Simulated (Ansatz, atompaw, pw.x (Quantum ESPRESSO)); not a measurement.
**pw.x on sc P: one setting changed**

Potential: PAW, atompaw 4.2.0.5, PBE; core [Ne], reference 3s2 3p3; waves: 3s (bound): rc 1.95 bohr; 3s channel at 0.05 Ry: rc 1.40 bohr; 3p (bound): rc 1.95 bohr; 3p channel at 2.65 Ry: rc 1.95 bohr; 3d channel at 0.05 Ry: rc 1.90 bohr; 3d channel at 1.45 Ry: rc 1.90 bohr; local part: troulliermartins scheme with l = 3 at 0 Ry, radius 1.95 bohr; core correction: smooth core density matched at 1.00 bohr; augmentation: sinc compensation charge, radius 1.70 bohr; PAW radius 1.95 bohr; waves and projectors: custom polynom2 7 10 vanderbiltortho.

The reference run (k-mesh 13³, cutoffs 40/400 Ry, Fermi–Dirac 0.01 Ry, mixing_beta 0.4, conv_thr 1e-9, no spin) gives 0.26 GPa at 14.621 Å³/atom, where all-electron LAPW gives 0.27 GPa. This run, with its own iteration cap, changes degauss to 0.002.

```
&control
  calculation='scf', prefix='x', pseudo_dir='./', outdir='./tmp', tstress=.true., disk_io='none'
/
&system
  ibrav=0, nat=1, ntyp=1, ecutwfc=40, ecutrho=400, nbnd=9,
  occupations='smearing', smearing='fd', degauss=0.002
/
&electrons
  conv_thr=1e-09, mixing_beta=0.4, electron_maxstep=60
/
ATOMIC_SPECIES
P 1.0 P.UPF
CELL_PARAMETERS angstrom
  2.44526365 0.00000000 0.00000000
  0.00000000 2.44526365 0.00000000
  0.00000000 0.00000000 2.44526365
ATOMIC_POSITIONS crystal
P 0.0000 0.0000 0.0000
K_POINTS automatic
13 13 13 0 0 0
```

```bash
pw.x < P.scf.in > P.scf.out
```

Q: How does the run end?

A: It converges in 6 iterations; the free energy moves by +8.1 meV/atom and the pressure by -0.21 GPa. In a metal, with Fermi–Dirac smearing, F lies below its zero-width value by a term in the square of the width.

```
Message from routine setup:
     using ibrav=0 with symmetry is DISCOURAGED, use correct ibrav instead
     lattice parameter (alat)  =       4.6209  a.u.
     unit-cell volume          =      98.6674 (a.u.)^3
     number of electrons       =         5.00
     number of Kohn-Sham states=            9
     kinetic-energy cutoff     =      40.0000  Ry
     charge density cutoff     =     400.0000  Ry
     scf convergence threshold =      1.0E-09
     Exchange-correlation= SLA PW PBX PBC
     number of k points=    84  Fermi-Dirac smearing, width (Ry)=  0.0020
     negative rho (up, down):  2.809E-04 0.000E+00
     iteration #  1     ecut=    40.00 Ry     beta= 0.40
     negative rho (up, down):  3.021E-04 0.000E+00
     total energy              =     -55.52934680 Ry
     estimated scf accuracy    <       0.00517121 Ry
     iteration #  2     ecut=    40.00 Ry     beta= 0.40
     negative rho (up, down):  3.265E-04 0.000E+00
     total energy              =     -55.52851321 Ry
     estimated scf accuracy    <       0.00187325 Ry
     iteration #  3     ecut=    40.00 Ry     beta= 0.40
     negative rho (up, down):  3.227E-04 0.000E+00
     total energy              =     -55.52856862 Ry
     estimated scf accuracy    <       0.00001599 Ry
     iteration #  4     ecut=    40.00 Ry     beta= 0.40
     negative rho (up, down):  3.266E-04 0.000E+00
     total energy              =     -55.52857176 Ry
     estimated scf accuracy    <       0.00000231 Ry
     iteration #  5     ecut=    40.00 Ry     beta= 0.40
     negative rho (up, down):  3.330E-04 0.000E+00
     total energy              =     -55.52857213 Ry
     estimated scf accuracy    <       0.00000004 Ry
     iteration #  6     ecut=    40.00 Ry     beta= 0.40
     negative rho (up, down):  3.334E-04 0.000E+00
     the Fermi energy is    11.1204 ev
!    total energy              =     -55.52857214 Ry
     estimated scf accuracy    <          6.4E-10 Ry
     smearing contrib. (-TS)   =      -0.00005780 Ry
     convergence has been achieved in   6 iterations
     negative rho (up, down):  3.334E-04 0.000E+00
          total   stress  (Ry/bohr**3)                   (kbar)     P=        0.58
     Message from routine punch:
     Nothing written, as per user request (disk_io='none')
```

The run took about 4.2 s on one core of a shared host (Intel(R) Xeon(R) 6975P-C, 192 threads, 378 GiB, load 76).
